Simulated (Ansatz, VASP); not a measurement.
## Two plane-wave programs on TiO2

Contents of POSCAR:

```
TiO2
1.0
    0.0000000000      4.1972219452      4.1972219452
    4.1972219452      0.0000000000      4.1972219452
    4.1972219452      4.1972219452      0.0000000000
Ti O
2 4
Direct
    0.7500000000      0.7500000000      0.7500000000
    0.5000000000      0.5000000000      0.5000000000
    0.6250000000      0.6250000000      0.6250000000
    0.6250000000      0.6250000000      0.1250000000
    0.6250000000      0.1250000000      0.6250000000
    0.1250000000      0.6250000000      0.6250000000
```

The input INCAR.step1:

```
SYSTEM = TiO2
PREC = Accurate
ENCUT = 520
ISMEAR = 0
SIGMA = 0.02
LREAL = .False.
LASPH = .True.
NELM = 60
NBANDS = 33
GGA = PE
ALGO = Normal
EDIFF = 1E-4
LWAVE = .True.
LCHARG = .False.
```

Contents of INCAR.step2:

```
SYSTEM = TiO2
PREC = Accurate
ENCUT = 520
EDIFF = 1E-6
ISMEAR = 0
SIGMA = 0.02
LREAL = .False.
LASPH = .True.
NELM = 60
ALGO = Normal
ISIF = 2
LWAVE = .False.
LCHARG = .True.
METAGGA = R2SCAN
LMIXTAU = .True.
LELF = .True.
LVHAR = .True.
NBANDS = 33
ISTART = 1
```

KPOINTS

```
Automatic mesh
0
Gamma
  6 6 6
  0 0 0
```

Input for Ansatz:

```yaml
crystal:
  lattice:
    - [0.0, 4.1972219452, 4.1972219452]
    - [4.1972219452, 0.0, 4.1972219452]
    - [4.1972219452, 4.1972219452, 0.0]
  atoms:
    - { symbol: Ti, position: [0.75, 0.75, 0.75] }
    - { symbol: Ti, position: [0.5, 0.5, 0.5] }
    - { symbol: O, position: [0.625, 0.625, 0.625] }
    - { symbol: O, position: [0.625, 0.625, 0.125] }
    - { symbol: O, position: [0.625, 0.125, 0.625] }
    - { symbol: O, position: [0.125, 0.625, 0.625] }
basis:
  ecutwfc: 500
kpoints:
  mp_grid: { grid: [6, 6, 6] }
  band_path:
    path:
      - [[0.0, 0.0, 0.0], [0.5, 0.0, 0.5], [0.625, 0.25, 0.625]]
      - [[0.375, 0.375, 0.75], [0.0, 0.0, 0.0], [0.5, 0.5, 0.5], [0.5, 0.25, 0.75], [0.5, 0.0, 0.5]]
    npoints: 14
hamiltonian:
  xc: r2scan
scf:
  occupations: { method: gaussian, width: 0.02 }
  n_extra_bands: 15
output:
  forces: true
  stress: true
  eigenvalues: true
  populations: true
  dos: { projected: true, de: 0.02, nscf_kmesh: { grid: [9, 9, 9] } }
  bader: true
  write_density: true
  write_potential: true
  elf: true
  volumetric_format: npy
```

Alike in both runs: task single point; functional r2SCAN; k mesh 6 × 6 × 6; occupations gaussian, width 0.02 eV; no spin polarisation.

```csv
,VASP,Ansatz
version,VASP 6.6.1,Ansatz 0.2.0
potentials or method,"VASP PAW PBE potentials, release 64 (Ti_sv, O)","scalar-relativistic, plane waves, PAW"
plane-wave cutoff (eV),520,500
valence electrons in the cell,48,48
```

Ansatz gave:

| Item | Value |
| --- | --- |
| gap on the k mesh at the Fermi level (eV) | 3.70 |
| least direct gap on the mesh (eV) | 3.71 |
| pressure (GPa) | -1.7 |

**Question.** Which values does VASP return?

**Answer.** gap on the k mesh at the Fermi level (eV): 3.70; least direct gap on the mesh (eV): 3.71; pressure (GPa): -1.2.

The functional is the same, so the differences come from potentials, cutoffs and numerics. Ansatz warned: «xc_potential_rough_in_thin_density».

Caveats: the PAW data sets were made with another functional, which shifts forces and pressure a little (VASP). A k mesh can miss the band edges.
